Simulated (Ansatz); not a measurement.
# Fe3Pt2: the cost of one run

Program: Ansatz 0.2.0. Level of theory: DFT PBE, scalar-relativistic, plane waves, PAW. These are calculated values, not measurements.

**1. The system as given**

Symmetry: R-3m, No. 166, trigonal system. The conventional cell has a = 2.655 Å, b = 2.655 Å, c = 32.521 Å, α = 90.00°, β = 90.00°, γ = 120.00°. Fe (site symmetry 3m) has 9 Fe at 2.66 Å and 3 Pt at 2.66 Å as nearest neighbours. Fe (site symmetry -3m) has 12 Fe at 2.66 Å as nearest neighbours. Around Pt (site symmetry 3m) lie 9 Pt at 2.66 Å and 3 Fe at 2.66 Å.

As a file:

```xyz
5
Lattice="1.3277 0.7665 10.8404 -1.3277 0.7665 10.8404 0.0000 -1.5331 10.8404" Properties=species:S:1:pos:R:3 pbc="T T T"
Fe    0.0000    0.0000    3.2521
Fe    0.0000    0.0000   29.2690
Fe    0.0000    0.0000   16.2605
Pt    0.0000    0.0000   22.7648
Pt    0.0000    0.0000    9.7563
```

The start is an ordering of an alloy on its end members' structure types: elements ordered on the sites of the Ru type, Fe/Pt on Ru (R-3m, No. 166).

**2. The guess as it stands, on a coarse mesh**

The input, input.yaml:

```yaml
crystal:
  lattice:
    - [1.32766722, 0.76652903, 10.84035746]
    - [-1.32766722, 0.76652903, 10.84035746]
    - [0.0, -1.53305805, 10.84035746]
  atoms:
    - { symbol: Fe, position: [0.1, 0.1, 0.1], spin: 4.0 }
    - { symbol: Fe, position: [0.9, 0.9, 0.9], spin: 4.0 }
    - { symbol: Fe, position: [0.5, 0.5, 0.5], spin: 4.0 }
    - { symbol: Pt, position: [0.7, 0.7, 0.7] }
    - { symbol: Pt, position: [0.3, 0.3, 0.3] }
basis:
  ecutwfc: 420
kpoints:
  mp_grid: { grid: [6, 6, 6] }
hamiltonian:
  xc: pbe
scf:
  occupations: { method: gaussian, width: 0.1 }
  lower_state_search: "off"
output:
  forces: true
  stress: true
  eigenvalues: true
  populations: true
magnetization:
  spin_polarized: true
```

Run with:

```console
ansatz run input.yaml --threads 4 --pin off --max-ram 8192MiB --backend cpu --events-out ev --progress --plain --runs-dir out
```

What time and memory should one allow on 4 threads of Intel Xeon 6975P-C (Granite Rapids), shared host?

About 4.4 s, with a peak of 0.56 GiB.
